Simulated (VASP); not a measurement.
# LiH (rocksalt), r²SCAN relaxation of cell and atoms: Ansatz's output and VASP's

Start cell

```
Li H
1.0
     0.00000    2.00299    2.00299
     2.00299    0.00000    2.00299
     2.00299    2.00299    0.00000
Li H
1 1
Direct
  0.00000 0.00000 0.00000
  0.50000 0.50000 0.50000
```

Ansatz printed

```
basis re-selected at this cell: Δ(F+E_penalty+E_count) = -2.590e-9 eV, ΔP = +0.000 GPa vs the last step (what re-selecting the basis moved, of the pressure what is left beyond the Pulay correction that the steps carried, after the strain that the cell walked since its last selection, with what the two solves' SCF thresholds leave and, on support functions, any second-order correction that the steps lacked; it is no measure of the basis error at this ecutwfc). This SCF's stress stands 1.54e-2 GPa from its target on what of the cell is left free (relax.cell.stress_tol is 5.00e-2 GPa) and its largest allowed force component is 6.95e-31 eV/Å (relax.f_tol is 5.00e-3 eV/Å): within both
SCF converged after 4 iterations
Free energy (F): -222.016171 eV
Harris-Foulkes:  -222.016171 eV  (|F-HF|=2.84e-14)
Internal energy: -222.016171 eV  (E = F + TS)
E sigma→0 (E₀):  -222.016171 eV
Fermi energy:    2.267983 eV
--- Per-component energies (eV) ---
  E_band       = -93.913765
  E_kinetic    = 36.292928
  E_local      = -124.836149  (includes V_loc(G=0)·N_el)
  E_nonlocal   = -31.767613
  E_hartree    = 34.935025
  E_xc         = -20.116072
  E_vxc        = -28.210712  (∫ρ·V_xc dr)
  E_paw        = -22.370435  (= ΣΔE_a)
  E_vpaw       = -16.654215  (= ΣTr[D̂ρ^β])
  E_aug_tail   = -0.000532  (compensation charges beyond the density's cutoff)
  E_vtau       = 1.392478  (kinetic-family band-sum trace: ∫τ·v_τ [+ j·A + Jᵃ·Aᵃ] dr)
  E_ewald      = -94.153324
  E_smearing   = -0.000000  (= −TS)
  E_closure    = 0.000000  (closes the sum)
  Σ components = -222.016171   (vs F -222.016171, Δ=0.00e0)
--- Forces (eV/Å), atoms counted from 1 ---
  atom   1  Li    -0.00000000     0.00000000     0.00000000
  atom   2  H      0.00000000    -0.00000000     0.00000000
  max |Σ_I F_I| component: 1.30e-30 eV/Å
--- Stress (GPa, compression-positive) ---
       -0.015438       0.000000      -0.000000
       -0.000000      -0.015438       0.000000
       -0.000000       0.000000      -0.015438
  P = ⅓ Tr σ = -0.0154 GPa (-0.154 kbar)
--- Relaxed structure (1 steps of the walk, 1 accepted, 1 SCFs on fresh bases) ---
  F+E_penalty+E_count = -222.01617140 eV   max|allowed force component| = 6.954e-31 eV/Å   (the final SCF, on the basis selected at the relaxed cell)
  cell:  # Å, volume = 16.0720 Å³
    - [0.0, 2.0029948451, 2.0029948451]
    - [2.0029948451, 0.0, 2.0029948451]
    - [2.0029948451, 2.0029948451, 0.0]
  atoms:
    - { symbol: Li, position: [0.0, 0.0, 0.0] }
    - { symbol: H, position: [0.5, 0.5, 0.5] }
```

Each program uses its own PAW datasets. VASP's cell holds 4 valence electrons and Ansatz's 4.

**Question.** What does VASP give for the same cell and level of theory?

**Answer.** relaxed cell vector lengths 2.823, 2.823, 2.823 Å; relaxed cell volume 15.91 Å³.

From OUTCAR

```
k-points           NKPTS =     47   k-points in BZ     NKDIM =     47   number of bands    NBANDS=      9

   NELECT =       4.0000    total number of electrons

   dimension x,y,z NGX =    24 NGY =   24 NGZ =   24
   dimension x,y,z NGXF=    48 NGYF=   48 NGZF=   48

  energy-cutoff  :      600.00
  volume of cell :       15.91
      direct lattice vectors                 reciprocal lattice vectors
    -0.000000000  1.996114258  1.996114258    -0.250486663  0.250486663  0.250486663
     1.996114258  0.000000000  1.996114258     0.250486663 -0.250486663  0.250486663
     1.996114258  1.996114258  0.000000000     0.250486663  0.250486663 -0.250486663

 k-points in reciprocal lattice and weights: KPOINTS created by Atomic Simulation Env
   0.00000000  0.00000000  0.00000000       0.001
   0.10000000  0.00000000  0.00000000       0.008
   0.20000000  0.00000000  0.00000000       0.008
   0.30000000  0.00000000  0.00000000       0.008
   0.40000000  0.00000000  0.00000000       0.008
   0.50000000  0.00000000  0.00000000       0.004
   0.10000000  0.10000000  0.00000000       0.006
   0.20000000  0.10000000  0.00000000       0.024
   ...

 E-fermi :   0.4821

 k-point     1 :       0.0000    0.0000    0.0000
  band No.  band energies     occupation
      1     -45.8496      2.00000
      2      -5.6216      2.00000
      3      17.6614      0.00000
      4      19.3877      0.00000
      5      19.3877      0.00000
      6      19.3883      0.00000
      7      23.8436      0.00000
      8      23.8436      0.00000
      9      23.8437      0.00000

 k-point     2 :       0.1000    0.0000    0.0000
  band No.  band energies     occupation
      1     -45.8451      2.00000
      2      -5.4409      2.00000
      3      15.8605      0.00000
      4      18.3852      0.00000
      5      18.9332      0.00000
      6      18.9336      0.00000
      7      23.6121      0.00000
      8      24.8317      0.00000
      9      24.8319      0.00000

 k-point     3 :       0.2000    0.0000    0.0000
  band No.  band energies     occupation
      1     -45.8334      2.00000
      2      -4.9140      2.00000
      3      12.2963      0.00000
      4      17.0446      0.00000
      5      18.2460      0.00000
      6      18.2465      0.00000
      7      24.6186      0.00000
      8      24.6189      0.00000
      9      24.6709      0.00000

 k-point     4 :       0.3000    0.0000    0.0000
  band No.  band energies     occupation
      1     -45.8189      2.00000
      2      -4.1080      2.00000
      3       8.9783      0.00000
      4      15.9106      0.00000
      5      17.8805      0.00000
      6      17.8809      0.00000
      7      22.2954      0.00000
      8      22.2956      0.00000
      9      26.3906      0.00000

 k-point     5 :       0.4000    0.0000    0.0000
  band No.  band energies     occupation
      1     -45.8073      2.00000
      2      -3.2350      2.00000
      3       6.5345      0.00000
      4      15.1707      0.00000
      5      17.9340      0.00000
      6      17.9344      0.00000
      7      20.5674      0.00000
      8      20.5675      0.00000
      9      28.3637      0.00000

 k-point     6 :       0.5000    0.0000    0.0000
  band No.  band energies     occupation
      1     -45.8027      2.00000
      2      -2.8052      2.00000
      3       5.5737      0.00000
      4      14.9150      0.00000
      5      18.1350      0.00000
      6      18.1356      0.00000
      7      19.8044      0.00000
      8      19.8045      0.00000
      9      29.4906      0.00000

 k-point     7 :       0.1000    0.1000    0.0000
  band No.  band energies     occupation
      1     -45.8436      2.00000
      2      -5.3775      2.00000
      3      16.1437      0.00000
      4      17.5154      0.00000
      5      17.5157      0.00000
      6      20.4722      0.00000
      7      21.1588      0.00000
      8      26.4314      0.00000
      9      26.4346      0.00000

 k-point     8 :       0.2000    0.1000    0.0000
  band No.  band energies     occupation
      1     -45.8344      2.00000
      2      -4.9561      2.00000
      3      13.4609      0.00000
      4      16.1216      0.00000
      5      16.4196      0.00000
      6      20.2241      0.00000
      7      21.5821      0.00000
      8      24.6990      0.00000
      9      27.9223      0.00000

 k-point     9 :       0.3000    0.1000    0.0000
  band No.  band energies     occupation
      1     -45.8208      2.00000
      2      -4.2190      2.00000
      3      10.0431      0.00000
      4      14.8022      0.00000
      5      15.8169      0.00000
      6      19.3731      0.00000
      7      23.0229      0.00000
      8      23.9292      0.00000
      9      25.7400      0.00000

 ...

  Total        0.0003739      0.0003739      0.0003739      0.0000000      0.0000000      0.0000000
  in kB        0.0376590      0.0376590      0.0376590      0.0000000      0.0000000      0.0000000
  external PRESSURE =       0.0376590 kB  Pullay stress =       0.0000000 kB

 POSITION                                       TOTAL-FORCE (eV/Angst)
 -----------------------------------------------------------------------------------
     -0.00000      0.00000      0.00000        -0.000000      0.000000      0.000000
      1.99611      1.99611      1.99611         0.000000      0.000000     -0.000000
 -----------------------------------------------------------------------------------
    total drift:                                0.000000     -0.000000     -0.000000

  FREE ENERGIE OF THE ION-ELECTRON SYSTEM (eV)
  ---------------------------------------------------
  free  energy   TOTEN  =        -6.8201529623 eV

  energy  without entropy=       -6.8201529623  energy(sigma->0) =       -6.82015296
```
